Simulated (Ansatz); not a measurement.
A relaxed cell of InP is given with its symmetry left out. The cell was found from a structure generator's guess, not taken from experiment.

Computed with Ansatz, DFT PBE, scalar-relativistic, plane waves, PAW. Cutoff 420 eV, Γ-centred mesh, Gaussian smearing, no spin polarisation.

```yaml
crystal:
  lattice:
    - [2.94719, -3.04650, 0.00000]
    - [2.94719, 3.04650, 0.00000]
    - [0.00000, 0.00000, 5.53308]
  atoms:
    - { symbol: In, position: [0.25577, 0.74423, 0.50000] }
    - { symbol: In, position: [0.74423, 0.25577, 0.50000] }
    - { symbol: P, position: [0.82942, 0.17058, 0.00000] }
    - { symbol: P, position: [0.17058, 0.82942, 0.00000] }
```

The zero of energy is the elements' standard structures at the same level; no fitted shifts are applied. The references include black phosphorus.

Q: Find its symmetry and describe it.

A: Cmmm (No. 65). Conventional cell: a = 5.894 Å, b = 6.093 Å, c = 5.533 Å. In is surrounded by 2 P at 2.81 Å and 4 In at 2.95–3.12 Å; P is surrounded by 1 P at 2.08 Å and 2 In at 2.81 Å.

Q: How far does it lie from the elements in energy?

A: +0.21 eV/atom. The separate elements lie lower, so it is unstable against them.

Q: Is it a metal?

A: Yes, bands cross the Fermi level on the 12×12×8 mesh.

The last run used a 12×12×8 mesh (in the run's order of axes) for its 4-atom cell and Gaussian smearing of 0.10 eV. The reference form of P is held partly by dispersion forces, which this level lacks. Symmetry constrained the relaxation, so the result can be a saddle point. Another cell of InP relaxed alike, in F-43m (a cell as deposited in COD), lies 0.46 eV/atom lower, so this cell isn't the stable form at this level.
